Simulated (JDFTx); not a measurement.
Crystal: Mo.

```
Mo
1.0
    -1.58381    1.58381    1.58381
     1.58381   -1.58381    1.58381
     1.58381    1.58381   -1.58381
Mo
1
Cartesian
  0.0000 0.0000 0.0000
```

```yaml
Program: JDFTx 1.7.0 (patched build)
Task: relaxation of cell and atoms
Functional: TPSS
Potentials_or_basis: SG15-PBE-1.2 with smoothed tails
Cutoff: 1088 eV
Density_cutoff: 4354 eV
k_mesh: 6 × 6 × 6
Occupations: fermi-dirac, width 0.05 eV
Spin: no spin polarisation
```

At the start: pressure -5.1 GPa; volume 15.89 Å³/atom.

Task: How do energy, volume and symmetry change on relaxing?

Result: Over 5 steps the energy falls by 4.9 meV/atom and the volume is 15.59 Å³/atom (-1.9 %); space group Im-3m (No. 229, to 0.05 Å).

Step by step:
```csv
step,energy change (eV),largest force (eV/Å),pressure (GPa),volume (Å³)
1,0.0000,0.0000,-5.11,15.89
2,-0.0012,0.0000,-4.47,15.85
3,-0.0048,0.0000,-0.07,15.60
4,-0.0049,0.0000,0.00,15.59
5,-0.0049,0.0000,0.00,15.59
```

Final structure:
```xyz
1
Lattice="-1.5738 1.5738 1.5738 1.5738 -1.5738 1.5738 1.5738 1.5738 -1.5738" Properties=species:S:1:pos:R:3 pbc="T T T"
Mo    0.0000    0.0000    0.0000
```

Caveat: the k mesh is coarse (spacing up to 0.47 Å⁻¹), so the values aren't converged; meta-GGA forces are noisy on this grid; the potentials were made for another functional, which shifts forces and pressure.
